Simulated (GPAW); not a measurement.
Crystal: CdO (Monteponite).

```
Cd O
1.0
     0.00000    2.34950    2.34950
     2.34950    0.00000    2.34950
     2.34950    2.34950    0.00000
Cd O
1 1
Direct
  0.00000 0.00000 0.00000
  0.50000 0.50000 0.50000
```

* Program: GPAW 26.7.0
* Task: relaxation of cell and atoms
* Functional: LDA
* Potentials or basis: the program's PAW data sets (release 1.2.1) made for this functional
* Cutoff: 800 eV
* Basis: pw
* k mesh: 10 × 10 × 10
* Occupations: fermi-dirac, width 0.05 eV
* Spin: no spin polarisation

At the start: pressure -6.5 GPa; volume 12.97 Å³/atom.

Where does the relaxation end?

Over 3 steps the energy falls by 11.4 meV/atom and the volume is 12.38 Å³/atom (-4.5 %); space group Fm-3m (No. 225, to 0.05 Å).

Step by step:
```csv
step,energy change (eV),largest force (eV/Å),pressure (GPa),volume (Å³)
1,0.0000,0.0000,-6.52,25.94
2,-0.0102,0.0000,-4.99,25.65
3,-0.0228,0.0000,0.36,24.76
```

Final structure:
```xyz
2
Lattice="0.0000 2.3135 2.3135 2.3135 0.0000 2.3135 2.3135 2.3135 0.0000" Properties=species:S:1:pos:R:3 pbc="T T T"
Cd    0.0000    0.0000    0.0000
O     2.3135    2.3135    2.3135
```

Caveat: later steps reuse the first step's grids.
